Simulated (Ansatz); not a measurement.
# TiC (Fm-3m) in Ansatz: a series of runs

One crystal, TiC, is run at these levels: RPBE, revPBE; tasks: band structure.

Program: Ansatz 0.2.0. These are calculated values, not measurements. Logs are shortened: lines on timing, memory, paths and dates and some standing lists are left out, and cuts for length are marked.

## 1. The crystal as given

It takes space group Fm-3m (No. 225, cubic). The conventional cell has a = 4.331 Å, b = 4.331 Å, c = 4.331 Å, α = 90.00°, β = 90.00°, γ = 90.00°. Ti (site symmetry m-3m) has 6 C at 2.17 Å as nearest neighbours. C (site symmetry m-3m) is surrounded by 6 Ti at 2.17 Å.

The cell is a database's computed one.

## 2. Band structure, RPBE

input.yaml reads:

```yaml
crystal:
  lattice:
    - [0.0, 2.1657188437, 2.1657188437]
    - [2.1657188437, 0.0, 2.1657188437]
    - [2.1657188437, 2.1657188437, 0.0]
  atoms:
    - { symbol: Ti, position: [0.0, 0.0, 0.0] }
    - { symbol: C, position: [0.5, 0.5, 0.5] }
hamiltonian:
  xc: rpbe
  pseudopotentials: { kind: paw }
kpoints:
  mp_grid: { grid: [11, 11, 11] }
  band_path:
    path:
      - [[0.0, 0.0, 0.0], [0.5, 0.0, 0.5], [0.5, 0.25, 0.75], [0.375, 0.375, 0.75], [0.0, 0.0, 0.0], [0.5, 0.5, 0.5], [0.625, 0.25, 0.625], [0.5, 0.25, 0.75], [0.5, 0.5, 0.5], [0.375, 0.375, 0.75]]
      - [[0.625, 0.25, 0.625], [0.5, 0.0, 0.5]]
    npoints: 14
scf:
  occupations: { method: fermi_dirac, width: 0.05 }
  n_extra_bands: 6
output:
  forces: true
  stress: true
  eigenvalues: true
  fatbands: false
  write_density: true
  write_potential: true
  elf: true
  volumetric_format: npy
```

Potentials or basis: Ansatz PAW.

The run is started by

```console
> ansatz run input.yaml --threads 2 --pin off --max-ram 5632MiB --backend cpu --events-out ev --progress --plain --runs-dir out
```

Standard output:

```text
Warning: RAYON_NUM_THREADS=2 ignored (pool sized by the plan → 2); use --threads N
scf.n_extra_bands = 6 over 8 filled bands (N_el = 16.0): the run solves 14 bands
Engine: ansatz 0.2.0, x86_64-unknown-linux-gnu
Pseudopotentials: kind: paw
Pseudopotential: Ti, paw, valence charge 12, recommended cutoff 420 eV (normal), Ti.paw.azcp
Pseudopotential: C, paw, valence charge 4, recommended cutoff 420 eV (normal), C.paw.azcp
Functional definition: RPBE
  parameter kappa = 0.804
  parameter beta = 0.06672455060314922
  exchange = rpbe_x(kappa = kappa, mu = beta*pi^2/3)
  correlation = pbe_c(beta = beta)
Crystal: 2 atoms, lattice volume = 20.316 Å³
Basis set: ecut = 420 eV, 411 PW (Γ), exchange–correlation on 48×48×48 points (8 copies of the dense FFT grid, shifted against one another)
Bands: 14, of which v1, the nominal top of the filled ones, is band 8 counted from 1 (7 counted from 0)
Symmetry: 48 space group operations
Space group: Fm-3m (ITA 225), of the structure as read, at distance tolerance 2.7e-5 Å
k-points: 56 of 1331
Non-local potential: Ti, projectors of the file, l = 0: 3, l = 1: 2, l = 2: 3, l = 3: 1
Non-local potential: C, projectors of the file, l = 0: 2, l = 1: 2, l = 2: 1
PAW form: soft (Blöchl's): semilocal exchange-correlation on the pseudo side does not see the compensation charge
PAW frozen core: Ti, regenerated for the run's functional, and the local potential with it (the file was generated under x = pbe(κ = 0.804, μ = 0.2195149727645171), c = pbe(β = 0.06672455060314922))
PAW frozen core: C, regenerated for the run's functional, and the local potential with it (the file was generated under x = pbe(κ = 0.804, μ = 0.2195149727645171), c = pbe(β = 0.06672455060314922))
PAW one-centre angular grid: Ti, 590 points (default); XC on 64 Gauss nodes
PAW one-centre angular grid: C, 110 points (default); XC on 64 Gauss nodes
Initial density: superposition of atomic densities (neutral atoms: chi_scale 0, normalization atom), corrected by the library's trained network
Initial wavefunctions: pseudopotential atomic-orbital guess
Functional: x = rpbe, c = pbe(β = 0.06672455060314922)
SCF iter   1: F=—  HF=-2757.849642 eV  |F-HF|=—  |Δ(HF+E_count)|=         —  Δρ=4.91e-3  dr2=2.63e-3  ethr=1.77e-3  ⟨swp⟩=4.5  Hψ=3706  notcnv=0
preconditioner: auto → none  [insulator: Δε(μ)=0.226 eV  Ē_g=9.851 eV  σ=0.050 eV  W_gap=0.80  n_scr=8 (ndim 8)  ℏωp=23.3 eV  f_vac=0.000  D(μ)=0.25/eV (n_scr^D=0)  ε∞_Penn≈6.6]
SCF iter   2: F=—  HF=-2757.849141 eV  |F-HF|=—  |Δ(HF+E_count)|=   5.02e-4  Δρ=2.30e-3  dr2=5.17e-4  ethr=1.64e-5  ⟨swp⟩=1.0  Hψ=1232  notcnv=0  defer=7
SCF iter   3: F=—  HF=-2757.849174 eV  |F-HF|=—  |Δ(HF+E_count)|=   3.33e-5  Δρ=1.12e-4  dr2=1.52e-6  ethr=3.23e-6  ⟨swp⟩=1.1  Hψ=747  notcnv=0  defer=7
SCF iter   4: F=—  HF=-2757.849173 eV  |F-HF|=—  |Δ(HF+E_count)|=   3.87e-7  Δρ=2.56e-5  dr2=9.49e-8  ethr=9.49e-9  ⟨swp⟩=2.6  Hψ=1102  notcnv=0  defer=7
iter 5 did not close the SCF: its close was put off for the readings that it lacked (scf_convergence_deferred on its scf_iter line)
SCF iter   5: F=-2757.849173 eV  HF=-2757.849173 eV  |F-HF|=9.83e-10  |Δ(HF+E_count)|=   2.93e-8  Δρ=3.79e-6  dr2=2.26e-9  ethr=5.93e-10  ⟨swp⟩=2.5  Hψ=1159  notcnv=0  defer=7
SCF iter   6: F=-2757.849173 eV  HF=-2757.849173 eV  |F-HF|=2.73e-12  |Δ(HF+E_count)|=  2.54e-10  Δρ=2.86e-7  dr2=6.38e-12  ethr=1.42e-11  ⟨swp⟩=5.9  Hψ=3704  notcnv=0
SCF 1 converged in 6 iterations: F = -2757.849173 eV  dr2 = 6.38e-12
NSCF: frozen V_eff on 142 k-points
SCF converged after 6 iterations
Free energy (F): -2757.849173 eV
Harris-Foulkes:  -2757.849173 eV  (|F-HF|=2.73e-12)
Internal energy: -2757.846836 eV  (E = F + TS)
E sigma→0 (E₀):  -2757.848005 eV
Entropy (-TS):   -0.002337 eV (-1.168 meV/atom)
Fermi energy:    14.877170 eV
--- Per-component energies (eV) ---
  E_band       = -109.985884
  E_kinetic    = 362.370561
  E_local      = -773.658915  (includes V_loc(G=0)·N_el)
  E_nonlocal   = 30.297921
  E_hartree    = 314.755990
  E_xc         = -147.712077
  E_vxc        = -184.199721  (∫ρ·V_xc dr)
  E_paw        = -1150.569458  (= ΣΔE_a)
  E_vpaw       = -174.307865  (= ΣTr[D̂ρ^β])
  E_aug_tail   = 0.000157  (compensation charges beyond the density's cutoff)
  E_ewald      = -1393.263931
  E_core_change = -0.067084  (= ΣΔE_core)
  E_smearing   = -0.002337  (= −TS)
  E_closure    = 0.000000  (closes the sum)
  Σ components = -2757.849173   (vs F -2757.849173, Δ=0.00e0)
--- Forces (eV/Å), atoms counted from 1 ---
  atom   1  Ti    -0.00000000     0.00000000     0.00000000
  atom   2  C      0.00000000    -0.00000000     0.00000000
  max |Σ_I F_I| component: 2.56e-30 eV/Å
--- Stress (GPa, compression-positive) ---
        4.864744       0.000000       0.000000
        0.000000       4.864744       0.000000
       -0.000000       0.000000       4.864744
  P = ⅓ Tr σ = 4.8647 GPa (48.647 kbar)
--- Band table (eV; the first three rows and the last of 56) ---
  k-point 0: bands = ["-41.8826", "-17.8483", "-17.8483", "-17.8483", "2.3487", "15.5257", "15.5257", "15.5257", "16.4847", "16.4847", "16.4847", "16.5272", "16.5272", "25.2670"]
  k-point 1: bands = ["-41.8769", "-17.8890", "-17.8521", "-17.8521", "2.5348", "14.6980", "14.9684", "14.9684", "15.8448", "15.8448", "16.8894", "17.9960", "17.9960", "25.5945"]
  k-point 2: bands = ["-41.8616", "-17.9969", "-17.8622", "-17.8622", "3.0685", "13.2472", "13.8278", "13.8278", "16.1919", "16.1919", "17.3286", "19.5490", "19.5490", "26.1247"]
  k-point 55: bands = ["-41.7871", "-18.1636", "-18.1419", "-18.0096", "5.2272", "11.4495", "11.5888", "12.3212", "17.3339", "17.7520", "18.4360", "20.0130", "20.1536", "28.3992"]
```

rho_z.tsv:

```text
# z_ang	rho[e/angstrom^3]
# format = ansatz-planar-average/11
# lattice	0.000000000	2.165718844	2.165718844
# lattice	2.165718844	0.000000000	2.165718844
# lattice	2.165718844	2.165718844	0.000000000
# sites	2
# site	22	0.000000000	0.000000000	0.000000000
# site	6	2.165718844	2.165718844	2.165718844
0.000000	1.394677e0
0.127616	1.359419e0
0.255232	1.255246e0
0.382849	1.092586e0
0.510465	8.992927e-1
0.638081	7.170495e-1
[... 16 lines left out ...]
2.807557	1.255246e0
2.935173	1.359419e0
```

Wall time 1.3 s (2 threads of Intel Xeon Platinum 8259CL at 2.50GHz (Skylake/Cascade Lake), shared host); peak memory 0.36 GiB.

Results:

* Free energy: -2757.8492 eV
* Pressure: 4.9 GPa
* Band gap on the k mesh: none (metal or under the smearing width)

Levels at the corners of the path, in eV from the Fermi level:
```
point  band 4  band 5  band 6  band 7  band 8  band 9  band 10  band 11  band 12  band 13
    Γ  -32.73  -12.53    0.65    0.65    0.65    1.61     1.61     1.61     1.65     1.65
    X  -32.89  -10.25   -3.52   -1.67   -0.11   -0.11     2.64     3.47     3.47     5.72
    W  -32.90   -9.66   -3.22   -3.22   -2.78    2.74     2.74     3.48     5.03     5.15
    K  -32.85   -9.74   -3.54   -3.43   -1.80    1.41     3.09     3.78     5.36     5.44
    Γ  -32.73  -12.53    0.65    0.65    0.65    1.61     1.61     1.61     1.65     1.65
    L  -32.77   -9.07   -5.91   -2.97   -2.97    2.87     2.87     4.06     8.10     8.10
    U  -32.85   -9.74   -3.54   -3.43   -1.80    1.41     3.09     3.78     5.36     5.44
    W  -32.90   -9.66   -3.22   -3.22   -2.78    2.74     2.74     3.48     5.03     5.15
    L  -32.77   -9.07   -5.91   -2.97   -2.97    2.87     2.87     4.06     8.10     8.10
    K  -32.85   -9.74   -3.54   -3.43   -1.80    1.41     3.09     3.78     5.36     5.44
    U  -32.85   -9.74   -3.54   -3.43   -1.80    1.41     3.09     3.78     5.36     5.44
    X  -32.89  -10.25   -3.52   -1.67   -0.11   -0.11     2.64     3.47     3.47     5.72
```

Caveat: the PAW data sets come from PBE, with cores solved anew for the run's functional, which leaves a small shift of forces and pressure.

## 3. Band structure, revPBE

Edit input.yaml of step 2 so:

```diff
@@ -9,3 +9,3 @@
 hamiltonian:
-  xc: rpbe
+  xc: revpbe
   pseudopotentials: { kind: paw }
@@ -26,5 +26 @@
   fatbands: false
-  write_density: true
-  write_potential: true
-  elf: true
-  volumetric_format: npy
```

Potentials or basis: Ansatz PAW.

The run is started by

```console
> ansatz run input.yaml --threads 2 --pin off --max-ram 5632MiB --backend cpu --events-out ev --progress --plain --runs-dir out
```

Standard output:

```text
Warning: RAYON_NUM_THREADS=2 ignored (pool sized by the plan → 2); use --threads N
scf.n_extra_bands = 6 over 8 filled bands (N_el = 16.0): the run solves 14 bands
[... 4 set-up lines as earlier in the session ...]
Functional definition: revPBE
  parameter kappa = 1.245
[... 1 set-up line as earlier in the session ...]
  exchange = pbe_x(kappa = kappa, mu = beta*pi^2/3)
[... 1 set-up line as earlier in the session ...]
Crystal: 2 atoms, lattice volume = 20.316 Å³
Basis set: ecut = 420 eV, 411 PW (Γ), exchange–correlation on 48×48×48 points (8 copies of the dense FFT grid, shifted against one another)
Bands: 14, of which v1, the nominal top of the filled ones, is band 8 counted from 1 (7 counted from 0)
[... 2 set-up lines as earlier in the session ...]
k-points: 56 of 1331
[... 9 set-up lines as earlier in the session ...]
Functional: x = revpbe(κ = 1.245, μ = 0.2195149727645171), c = pbe(β = 0.06672455060314922)
SCF iter   1: F=—  HF=-2756.270975 eV  |F-HF|=—  |Δ(HF+E_count)|=         —  Δρ=4.72e-3  dr2=2.77e-3  ethr=1.77e-3  ⟨swp⟩=4.5  Hψ=3704  notcnv=0
preconditioner: auto → none  [insulator: Δε(μ)=0.221 eV  Ē_g=9.844 eV  σ=0.050 eV  W_gap=0.79  n_scr=8 (ndim 8)  ℏωp=23.3 eV  f_vac=0.000  D(μ)=0.25/eV (n_scr^D=0)  ε∞_Penn≈6.6]
SCF iter   2: F=—  HF=-2756.270374 eV  |F-HF|=—  |Δ(HF+E_count)|=   6.01e-4  Δρ=2.22e-3  dr2=5.76e-4  ethr=1.73e-5  ⟨swp⟩=1.0  Hψ=1232  notcnv=0  defer=7
SCF iter   3: F=—  HF=-2756.270369 eV  |F-HF|=—  |Δ(HF+E_count)|=   4.98e-6  Δρ=8.53e-5  dr2=7.95e-7  ethr=3.60e-6  ⟨swp⟩=1.1  Hψ=743  notcnv=0  defer=7
SCF iter   4: F=—  HF=-2756.270375 eV  |F-HF|=—  |Δ(HF+E_count)|=   5.80e-6  Δρ=1.93e-5  dr2=3.97e-8  ethr=4.97e-9  ⟨swp⟩=2.0  Hψ=1171  notcnv=0  defer=7
iter 5 did not close the SCF: its close was put off for the readings that it lacked (scf_convergence_deferred on its scf_iter line)
SCF iter   5: F=-2756.270375 eV  HF=-2756.270375 eV  |F-HF|=1.20e-9  |Δ(HF+E_count)|=   7.97e-9  Δρ=3.25e-6  dr2=5.43e-10  ethr=2.48e-10  ⟨swp⟩=2.0  Hψ=1166  notcnv=0  defer=7
SCF iter   6: F=-2756.270375 eV  HF=-2756.270375 eV  |F-HF|=8.64e-12  |Δ(HF+E_count)|=   1.30e-9  Δρ=3.69e-7  dr2=9.94e-12  ethr=3.39e-12  ⟨swp⟩=3.2  Hψ=2596  notcnv=0
SCF 1 converged in 6 iterations: F = -2756.270375 eV  dr2 = 9.94e-12
NSCF: frozen V_eff on 142 k-points
SCF converged after 6 iterations
Free energy (F): -2756.270375 eV
Harris-Foulkes:  -2756.270375 eV  (|F-HF|=8.64e-12)
Internal energy: -2756.268033 eV  (E = F + TS)
E sigma→0 (E₀):  -2756.269204 eV
Entropy (-TS):   -0.002342 eV (-1.171 meV/atom)
Fermi energy:    14.846033 eV
--- Per-component energies (eV) ---
  E_band       = -110.224496
  E_kinetic    = 362.341583
  E_local      = -774.082091  (includes V_loc(G=0)·N_el)
  E_nonlocal   = 30.720710
  E_hartree    = 314.748364
  E_xc         = -147.627771
  E_vxc        = -184.170277  (∫ρ·V_xc dr)
  E_paw        = -1149.055588  (= ΣΔE_a)
  E_vpaw       = -174.531232  (= ΣTr[D̂ρ^β])
  E_aug_tail   = 0.000155  (compensation charges beyond the density's cutoff)
  E_ewald      = -1393.263931
  E_core_change = -0.049462  (= ΣΔE_core)
  E_smearing   = -0.002342  (= −TS)
  E_closure    = -0.000000  (closes the sum)
  Σ components = -2756.270375   (vs F -2756.270375, Δ=0.00e0)
--- Forces (eV/Å), atoms counted from 1 ---
  atom   1  Ti    -0.00000000     0.00000000    -0.00000000
  atom   2  C      0.00000000     0.00000000     0.00000000
  max |Σ_I F_I| component: 3.62e-30 eV/Å
--- Stress (GPa, compression-positive) ---
        3.643771      -0.000000       0.000000
       -0.000000       3.643771      -0.000000
       -0.000000       0.000000       3.643771
  P = ⅓ Tr σ = 3.6438 GPa (36.438 kbar)
--- Band table (eV; the first three rows and the last of 56) ---
  k-point 0: bands = ["-41.8730", "-17.8577", "-17.8577", "-17.8577", "2.3326", "15.4903", "15.4903", "15.4903", "16.4557", "16.4557", "16.4557", "16.4983", "16.4983", "25.2386"]
  k-point 1: bands = ["-41.8673", "-17.8985", "-17.8615", "-17.8615", "2.5189", "14.6654", "14.9378", "14.9378", "15.8113", "15.8113", "16.8584", "17.9666", "17.9666", "25.5649"]
  k-point 2: bands = ["-41.8519", "-18.0066", "-17.8716", "-17.8716", "3.0531", "13.2170", "13.7983", "13.7983", "16.1577", "16.1577", "17.2969", "19.5193", "19.5193", "26.0941"]
  k-point 55: bands = ["-41.7771", "-18.1738", "-18.1521", "-18.0194", "5.2144", "11.4209", "11.5614", "12.2930", "17.3008", "17.7184", "18.4026", "19.9882", "20.1242", "28.3700"]
```

bands.tsv:

```text
# k_distance	band_0	band_1	band_2	band_3	band_4	band_5	band_6	band_7	band_8	band_9	band_10	band_11	band_12	band_13
# fermi_ev = 14.846033
# lock_threshold_ev = 1e-6
# [0, 0, 0] at k_distance = 0.000000
[... 155 lines left out ...]
9.201791	-56.622399	-33.134163	-32.877872	-32.869346	-10.208137	-3.512124	-1.814376	-0.273640	-0.000817	2.862360	3.453798	3.488825	5.718212	11.807004
9.238424	-56.622398	-33.136227	-32.874365	-32.870548	-10.224159	-3.513231	-1.737025	-0.185623	-0.059629	2.746082	3.463655	3.479264	5.723824	11.746755
9.275057	-56.622398	-33.137468	-32.872228	-32.871273	-10.233820	-3.513860	-1.688230	-0.128981	-0.096568	2.672445	3.469572	3.473482	5.727150	11.709960
9.311690	-56.622398	-33.137883	-32.871515	-32.871515	-10.237058	-3.514065	-1.671547	-0.109374	-0.109374	2.647163	3.471545	3.471545	5.728231	11.697582
```

Wall time 1.3 s (2 threads of Intel Xeon Platinum 8259CL at 2.50GHz (Skylake/Cascade Lake), shared host); peak memory 0.35 GiB.

What came out:

- Free energy: -2756.2704 eV
- Pressure: 3.6 GPa
- Band gap on the k mesh: none (metal or under the smearing width)

Levels at the corners of the path, in eV from the Fermi level:
| point | band 4 | band 5 | band 6 | band 7 | band 8 | band 9 | band 10 | band 11 | band 12 | band 13 |
| --- | --- | --- | --- | --- | --- | --- | --- | --- | --- | --- |
| Γ | -32.70 | -12.51 | 0.64 | 0.64 | 0.64 | 1.61 | 1.61 | 1.61 | 1.65 | 1.65 |
| X | -32.87 | -10.24 | -3.51 | -1.67 | -0.11 | -0.11 | 2.65 | 3.47 | 3.47 | 5.73 |
| W | -32.88 | -9.64 | -3.22 | -3.22 | -2.78 | 2.74 | 2.74 | 3.47 | 5.04 | 5.15 |
| K | -32.83 | -9.72 | -3.54 | -3.43 | -1.80 | 1.41 | 3.09 | 3.77 | 5.37 | 5.45 |
| Γ | -32.70 | -12.51 | 0.64 | 0.64 | 0.64 | 1.61 | 1.61 | 1.61 | 1.65 | 1.65 |
| L | -32.75 | -9.05 | -5.91 | -2.97 | -2.97 | 2.87 | 2.87 | 4.05 | 8.10 | 8.10 |
| U | -32.83 | -9.72 | -3.54 | -3.43 | -1.80 | 1.41 | 3.09 | 3.77 | 5.37 | 5.45 |
| W | -32.88 | -9.64 | -3.22 | -3.22 | -2.78 | 2.74 | 2.74 | 3.47 | 5.04 | 5.15 |
| L | -32.75 | -9.05 | -5.91 | -2.97 | -2.97 | 2.87 | 2.87 | 4.05 | 8.10 | 8.10 |
| K | -32.83 | -9.72 | -3.54 | -3.43 | -1.80 | 1.41 | 3.09 | 3.77 | 5.37 | 5.45 |
| U | -32.83 | -9.72 | -3.54 | -3.43 | -1.80 | 1.41 | 3.09 | 3.77 | 5.37 | 5.45 |
| X | -32.87 | -10.24 | -3.51 | -1.67 | -0.11 | -0.11 | 2.65 | 3.47 | 3.47 | 5.73 |

Caveat: the PAW data sets come from PBE, with cores solved anew for the run's functional, which leaves a small shift of forces and pressure.
